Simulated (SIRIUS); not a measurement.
The system is Ta.

```
Ta
1.0
    -1.65128    1.65128    1.65128
     1.65128   -1.65128    1.65128
     1.65128    1.65128   -1.65128
Ta
1
Direct
  0.00000 0.00000 0.00000
```

- Program: SIRIUS 7.10.0
- Task: single point
- Functional: PBEsol
- Potentials or basis: PseudoDojo 0.4.1 PBEsol standard (scalar relativistic)
- Cutoff: 807 eV
- Density cutoff: 3227 eV
- k mesh: 11 × 11 × 11
- Occupations: fermi-dirac, width 0.05 eV
- Spin: no spin polarisation

On this cell: pressure -4.2 GPa; band gap on the k mesh none (metal or under the smearing width).

The same run follows on a disturbed copy (cell strained at random at fixed volume):

```
Ta
1.0
    -1.62073    1.65465    1.62924
     1.69780   -1.62617    1.67783
     1.62244    1.62787   -1.60076
Ta
1
Direct
  0.00191 0.97643 0.99590
```

Question: What changes?

Answer: The energy (extrapolated to zero smearing) moves by +14.3 meV/atom; pressure -3.8 GPa; band gap on the k mesh none (metal or under the smearing width).

Stress tensor (GPa, compression positive):
```
-4.39 -0.24 -4.10
-0.24 -3.15 -1.44
-4.10 -1.44 -3.94
```
